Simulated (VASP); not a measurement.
# MnO2 (P-3m1) in VASP: reference runs

How does MnO2 come out in PBE? The cell is run as given and disturbed.

Everything below comes from runs of VASP 6.6.1. Logs are shortened: lines on timing, memory, paths and dates and some standing lists are left out, and cuts for length are marked.

**1. Starting point**

Symmetry: P-3m1, No. 164, trigonal system. The conventional cell has a = 2.857 Å, b = 2.857 Å, c = 4.601 Å, α = 90.00°, β = 90.00°, γ = 120.00°. Mn (site symmetry -3m) has 6 O at 1.90 Å as nearest neighbours. Around O (site symmetry 3m) lie 3 Mn at 1.90 Å.

Measurements of this composition are mostly on another form, of space group No. 136.

**2. Single point, PBE, collinear spin, ferromagnetic start**

Contents of INCAR:

```
  PREC = Accurate
  ENCUT = 520
  EDIFF = 1E-7
  ISMEAR = -1
  SIGMA = 0.05
  LREAL = False
  LASPH = True
  NELM = 150
  ALGO = Normal
  ISIF = 2
  LWAVE = False
  LCHARG = False
  ISPIN = 2
  MAGMOM = 4 0 0
  LORBIT = 11
  LMAXMIX = 4
  GGA = PE
  NBANDS = 24
```

Contents of KPOINTS:

```
regular mesh
0
Gamma
  11 11 6
```

Contents of POSCAR:

```
MnO2
1.0
    2.8565781804      0.0000000000      0.0000000000
   -1.4282890902      2.4738692722      0.0000000000
    0.0000000000      0.0000000000      4.6013740589
Mn O
1 2
Direct
    0.0000000000      0.0000000000      0.5000000000
    0.3333333333      0.6666666667      0.7062925700
    0.6666666667      0.3333333333      0.2937074300
```

Potentials or basis: VASP PAW PBE potentials, release 64 (Mn_pv, O).

Command:

```bash
$ cat potpaw_PBE.64/Mn_pv/POTCAR potpaw_PBE.64/O/POTCAR > POTCAR
$ mpirun -np 1 vasp_std > vasp.out
```

OUTCAR:

```text
PREC = Accurate
   ENCUT = 520
   EDIFF = 1E-7
   ISMEAR = -1
   LREAL = False
   LASPH = True
   NELM = 150
   ISIF = 2
   ISPIN = 2
   LORBIT = 11
   GGA = PE

 ion  position               nearest neighbor table
   1  0.000  0.000  0.500-   2 1.90   3 1.90   3 1.90   2 1.90   3 1.90   2 1.90
   2  0.333  0.667  0.706-   1 1.90   1 1.90   1 1.90
   3  0.667  0.333  0.294-   1 1.90   1 1.90   1 1.90

  LATTYP: Found a hexagonal cell.
 ALAT       =     2.8565781804
 C/A-ratio  =     1.6107992739

  Lattice vectors:

 A1 = (   2.8565781804,   0.0000000000,   0.0000000000)
 A2 = (  -1.4282890902,   2.4738692722,   0.0000000000)
 A3 = (   0.0000000000,   0.0000000000,   4.6013740589)

Analysis of symmetry for initial positions (statically):
=====================================================================
 Subroutine PRICEL returns:
 Original cell was already a primitive cell.

 Routine SETGRP: Setting up the symmetry group for a
 hexagonal supercell.

 Subroutine GETGRP returns: Found 12 space group operations
 (whereof 12 operations were pure point group operations)
 out of a pool of 24 trial point group operations.

The static configuration has the point symmetry D_3d.

Analysis of symmetry for dynamics (positions and initial velocities):
=====================================================================
 Subroutine PRICEL returns:
 Original cell was already a primitive cell.

 Routine SETGRP: Setting up the symmetry group for a
 hexagonal supercell.

 Subroutine GETGRP returns: Found 12 space group operations
 (whereof 12 operations were pure point group operations)
 out of a pool of 24 trial point group operations.

The dynamic configuration has the point symmetry D_3d.

Analysis of structural, dynamic, and magnetic symmetry:
=====================================================================
 Subroutine PRICEL returns:
 Original cell was already a primitive cell.

 Routine SETGRP: Setting up the symmetry group for a
 hexagonal supercell.

 Subroutine GETGRP returns: Found 12 space group operations
 (whereof 12 operations were pure point group operations)
 out of a pool of 24 trial point group operations.

The overall configuration has the point symmetry D_3d.

 Subroutine INISYM returns: Found 12 space group operations
 (whereof 12 operations are pure point group operations),
 and found     1 'primitive' translations

----------------------------------------------------------------------------------------

                                     Primitive cell

  volume of cell :      32.5170

  direct lattice vectors                    reciprocal lattice vectors
     2.856578180  0.000000000  0.000000000     0.350069187  0.202112539  0.000000000
    -1.428289090  2.473869272  0.000000000     0.000000000  0.404225078  0.000000000
     0.000000000  0.000000000  4.601374059     0.000000000  0.000000000  0.217326387

  length of vectors
     2.856578180  2.856578180  4.601374059     0.404225078  0.404225078  0.217326387

  position of ions in fractional coordinates (direct lattice)
     0.000000000  0.000000000  0.500000000
     0.333333333  0.666666667  0.706292570
     0.666666667  0.333333333  0.293707430

  ion indices of the primitive-cell ions
   primitive index   ion index
                 1           1
                 2           2
                 3           3

----------------------------------------------------------------------------------------

 KPOINTS: regular mesh

Automatic generation of k-mesh.
 Grid dimensions read from file:
 generate k-points for:   11   11    6

 Generating k-lattice:

  Cartesian coordinates                     Fractional coordinates (reciprocal lattice)
     0.031824472  0.018373867  0.000000000     0.090909091  0.000000000  0.000000000
     0.000000000  0.036747734  0.000000000     0.000000000  0.090909091  0.000000000
     0.000000000  0.000000000  0.036221065     0.000000000  0.000000000  0.166666667

  Length of vectors
     0.036747734  0.036747734  0.036221065

  Shift w.r.t. Gamma in fractional coordinates (k-lattice)
     0.000000000  0.000000000  0.000000000

 Subroutine IBZKPT returns following result:
 ===========================================

 Found     84 irreducible k-points:

 Following reciprocal coordinates:
            Coordinates               Weight
  0.000000  0.000000  0.000000      1.000000
  0.090909  0.000000  0.000000      6.000000
  0.181818  0.000000  0.000000      6.000000
  0.272727  0.000000  0.000000      6.000000
  0.363636  0.000000  0.000000      6.000000
  0.454545  0.000000  0.000000      6.000000
[... 16 lines left out ...]
  0.000000  0.272727  0.166667      6.000000
  0.363636  0.000000  0.166667      6.000000
 [... further k-points ...]
   k-points           NKPTS =     84   k-points in BZ     NKDIM =     84   number of bands    NBANDS=     24
   number of dos      NEDOS =    301   number of ions     NIONS =      3
   total plane-waves  NPLWV =  20736
   dimension x,y,z NGX =    24 NGY =   24 NGZ =   36
   dimension x,y,z NGXF=    48 NGYF=   48 NGZF=   72
   ions per type =               1   2
   NGX,Y,Z   is equivalent  to a cutoff of  13.97, 13.97, 13.01 a.u.
   NGXF,Y,Z  is equivalent  to a cutoff of  27.93, 27.93, 26.01 a.u.
 SYSTEM =  unknown system
   PREC   = accura    normal or accurate (medium, high low for compatibility)
   ISTART =      0    job   : 0-new  1-cont  2-samecut
   ICHARG =      2    charge: 1-file 2-atom 10-const
   ISPIN  =      2    spin polarized calculation?
   LNONCOLLINEAR =      F non collinear calculations
   LSORBIT =      F    spin-orbit coupling
   LASPH  =      T    aspherical Exc in radial PAW
   ENCUT  =  520.0 eV  38.22 Ry    6.18 a.u.   5.31  5.31  8.56*2*pi/ulx,y,z
   NELM   =    150;   NELMIN=  2; NELMDL= -5     # of ELM steps
   EDIFF  = 0.1E-06   stopping-criterion for ELM
   LREAL  =      F    real-space projection
   EDIFFG = 0.1E-05   stopping-criterion for IOM
   NSW    =      0    number of steps for IOM
   IBRION =     -1    ionic relax: 0-MD 1-quasi-New 2-CG
   NFREE  =      0    steps in history (QN), initial steepest desc. (CG)
   ISIF   =      2    stress and relaxation
   ISYM   =      2    0-nonsym 1-usesym 2-fastsym
   POTIM  = 0.5000    time-step for ionic-motion
   TEBEG  =    0.0;   TEEND  =   0.0 temperature during run
   PSTRESS=    0.0 pullay stress
   NELECT =      25.0000    total number of electrons
   NUPDOWN=      -1.0000    fix difference up-down
   EMIN   =  10.00;   EMAX   =-10.00  energy-range for DOS
   EFERMI =   0.00;   METHOD = LEGACY
   ISMEAR =    -1;   SIGMA  =   0.05  broadening in eV -4-tet -1-fermi 0-gaus
   EFERMI_NEDOS =   21; number of points for ismear=-14 and -15
   IALGO  =     38    algorithm
   IMIX   =      4    mixing-type and parameters
     AMIX     =   0.40;   BMIX     =  1.00
     AMIX_MAG =   1.60;   BMIX_MAG =  1.00
  volume/ion in A,a.u.               =      10.84        73.15
  Fermi-wavevector in a.u.,A,eV,Ry     =   1.499747  2.834111 30.602787  2.249241
  Thomas-Fermi vector in A             =   2.611337
   LORBIT       =     11    0 simple, 1 ext, 2 COOP (PROOUT), +10 PAW based schemes
   GGA     = PE    functional components
   LHFCALC =     F    Hartree Fock is set to
   AEXX    =    0.0000 exact exchange contribution
   IVDW    =     0    specifies the selected vdW correction
   LEPSILON=     F    determine dielectric tensor
   LRPA    =     F    only Hartree local field effects (RPA)
 spin polarized calculation
  energy-cutoff  :      520.00
  volume of cell :       32.52
 maximum number of plane-waves:       890
 NGX is ok and might be reduce to    24
   NGX = 11   NGY = 11   NGZ = 17

 number of electron      24.9999997 magnetization       3.0000640

 Free energy of the ion-electron system (eV)
  ---------------------------------------------------
  ext. energy  EPLUGINS =         0.00000000
  ---------------------------------------------------
  free energy    TOTEN  =       -23.80508630 eV

  energy without entropy =      -23.80507888  energy(sigma->0) =      -23.80508259

 E-fermi :   3.6680     XC(G=0): -10.8097

 val. band max:        3.2486203080   @ k =   0.0909   0.0000   0.5000
 cond. band min:       4.0580759408   @ k =   0.0000   0.0000   0.5000
 fundamental gap:      0.8094556329
 Fermi energy:         3.6680327652

 spin component 1

 k-point     1 :       0.0000    0.0000    0.0000
  band No.  band energies     occupation
      1     -47.0836      1.00000
      2     -47.0836      1.00000
      3     -47.0789      1.00000
      4     -16.3812      1.00000
      5     -14.0606      1.00000
      6      -3.0610      1.00000
[... 16 lines left out ...]
     23      27.0690      0.00000
     24      27.2270      0.00000
[... 598 lines left out ...]
      2     -47.1137      1.00000
      3     -47.0568      1.00000
      4     -15.0929      1.00000
      5     -14.4611      1.00000
      6      -3.1988      1.00000
[... 16 lines left out ...]
     23      24.2073      0.00000
     24      26.5543      0.00000

 [... further k-points ...]

 spin component 2

 k-point     1 :       0.0000    0.0000    0.0000
  band No.  band energies     occupation
      1     -44.0255      1.00000
      2     -44.0255      1.00000
      3     -43.8581      1.00000
      4     -16.2261      1.00000
      5     -13.9460      1.00000
      6      -2.1951      1.00000
[... 16 lines left out ...]
     23      27.9409      0.00000
     24      27.9897      0.00000
[... 598 lines left out ...]
      2     -44.0604      1.00000
      3     -43.8301      1.00000
      4     -14.9508      1.00000
      5     -14.3276      1.00000
      6      -2.4268      1.00000
[... 16 lines left out ...]
     23      24.9316      0.00000
     24      26.7268      0.00000

 [... further k-points ...]

------------------------ aborting loop because EDIFF is reached ----------------------------------------

  FORCE on cell =-STRESS in cart. coord.  units (eV):
  Direction    XX          YY          ZZ          XY          YZ          ZX
  --------------------------------------------------------------------------------------
  -------------------------------------------------------------------------------------
  Total        1.2665374      1.2665374      1.0130104      0.0000000      0.0000000     -0.0000000
  in kB       62.4048271     62.4048271     49.9130469      0.0000000      0.0000000     -0.0000000
  external PRESSURE =      58.2409004 kB  Pullay stress =       0.0000000 kB

 VOLUME and BASIS-vectors are now :
 -----------------------------------------------------------------------------
  energy-cutoff  :      520.00
  volume of cell :       32.52
      direct lattice vectors                 reciprocal lattice vectors
     2.856578180  0.000000000  0.000000000     0.350069187  0.202112539  0.000000000
    -1.428289090  2.473869272  0.000000000     0.000000000  0.404225078  0.000000000
     0.000000000  0.000000000  4.601374059     0.000000000  0.000000000  0.217326387

 POSITION                                       TOTAL-FORCE (eV/Angst)
 -----------------------------------------------------------------------------------
      0.00000      0.00000      2.30069         0.000000      0.000000      0.000000
     -0.00000      1.64925      3.24992        -0.000000     -0.000000      0.309871
      1.42829      0.82462      1.35146         0.000000      0.000000     -0.309871
 -----------------------------------------------------------------------------------
    total drift:                               -0.000000      0.000000      0.000000

  FREE ENERGIE OF THE ION-ELECTRON SYSTEM (eV)
  ---------------------------------------------------
  free  energy   TOTEN  =       -23.8050863020 eV

  energy  without entropy=      -23.8050788788  energy(sigma->0) =      -23.80508259

 total charge

# of ion       s       p       d       tot
------------------------------------------
    1        0.356   6.468   4.925  11.748
    2        1.582   3.417   0.000   4.999
    3        1.582   3.417   0.000   4.999
--------------------------------------------------
tot          3.521  13.302   4.925  21.747

 magnetization (x)

# of ion       s       p       d       tot
------------------------------------------
    1        0.031   0.040   2.763   2.834
    2        0.004   0.041   0.000   0.045
    3        0.004   0.041   0.000   0.045
--------------------------------------------------
tot          0.038   0.121   2.763   2.923
```

Run time: 2.1 min. Hardware: 1 thread of Intel Xeon Platinum 8488C (Sapphire Rapids), shared host; peak memory 0.22 GiB.

What came out:

```yaml
Free_energy: -23.8051 eV
Pressure: 5.8 GPa
Largest_force: 0.310 eV/Å
Band_gap_on_the_k_mesh: 0.81 eV, indirect (least direct gap 0.87 eV)
Net_moment: 3.00 μB per cell
Site_moments: Mn +2.83; O +0.04 μB
Valence_electrons_inside_the_program's_atomic_spheres: Mn 11.75; O 5.00
```

Forces in eV/Å, atoms in the order of the input:
```
Mn   0.000  0.000  0.000
O    0.000  0.000  0.310
O    0.000  0.000 -0.310
```

Stress tensor (GPa, compression positive):
```
6.24 0.00 0.00
0.00 6.24 0.00
0.00 0.00 4.99
```

Caveat: an odd mesh through Γ misses points on the zone boundary, where band edges often lie; a cell with one magnetic atom can't hold antiferromagnetic order, which such compounds often take.

**3. Single point, PBE, collinear spin, ferromagnetic start (atoms moved at random, drawn with an rms of 0.05 Å)**

Contents of INCAR:

```
SYSTEM = MnO2
  PREC = Accurate
  ENCUT = 520
  EDIFF = 1E-7
  ISMEAR = -1
  SIGMA = 0.05
  LREAL = .FALSE.
  LASPH = .TRUE.
  NELM = 120
  ALGO = Normal
  ISIF = 2
  LWAVE = .FALSE.
  LCHARG = .FALSE.
  ISPIN = 2
  MAGMOM = 4 0 0
  LORBIT = 11
  LMAXMIX = 4
  GGA = PE
  NBANDS = 24
```

Contents of KPOINTS:

```
regular mesh
0
G
  11 11 6
  0 0 0
```

Contents of POSCAR:

```
MnO2
1.0
    2.8565781804      0.0000000000      0.0000000000
   -1.4282890902      2.4738692722      0.0000000000
    0.0000000000      0.0000000000      4.6013740589
Mn O
1 2
Direct
   -0.0282480000     -0.0138430000      0.5050870000
    0.3461540000      0.6677230000      0.7044410000
    0.6862270000      0.3347620000      0.3077070000
```

Potentials or basis: VASP PAW PBE potentials, release 64 (Mn_pv, O).

Command:

```bash
$ cat potpaw_PBE.64/Mn_pv/POTCAR potpaw_PBE.64/O/POTCAR > POTCAR
$ mpirun -np 1 vasp_std > vasp.out
```

It took 7 min on 1 thread of Intel Xeon Platinum 8488C (Sapphire Rapids), shared host; peak memory 0.48 GiB.

Results (log left out):

```yaml
Free_energy: -23.6541 eV
Pressure: 13.2 GPa
Largest_force: 1.827 eV/Å
Band_gap_on_the_k_mesh: 0.67 eV, direct
Net_moment: 3.00 μB per cell
Site_moments: Mn +2.80; O +0.06 μB
Valence_electrons_inside_the_program's_atomic_spheres: Mn 11.84; O 5.02, 5.03
```

Forces on the atoms (eV/Å):
```
Mn   1.732  0.564  0.151
O   -0.788 -0.400  1.161
O   -0.944 -0.164 -1.311
```

Stress tensor (GPa, compression positive):
```
14.01 -0.08  0.64
-0.08 12.80 -1.08
 0.64 -1.08 12.83
```

Levels at points of the mesh, in eV from the valence-band top:
Spin up:
```
           k point  band 11  band 12  band 13  band 14  band 15  band 16  band 17  band 18
(0.00, 0.00, 0.00)    -1.49    -1.28    -1.20    -0.31     2.93     2.99     7.00    10.40
(0.00, 0.00, 0.50)    -2.58    -1.30    -1.26    -0.03     2.96     3.02     8.99     9.52
```
Spin down:
```
           k point  band 9  band 10  band 11  band 12  band 13  band 14
(0.00, 0.00, 0.00)   -1.76    -1.73    -1.27     0.87     0.94     2.44
(0.00, 0.00, 0.50)   -2.46    -1.79    -1.76     0.86     0.92     2.56
```

Caveat: an odd mesh through Γ misses points on the zone boundary, where band edges often lie; a cell with one magnetic atom can't hold antiferromagnetic order, which such compounds often take.
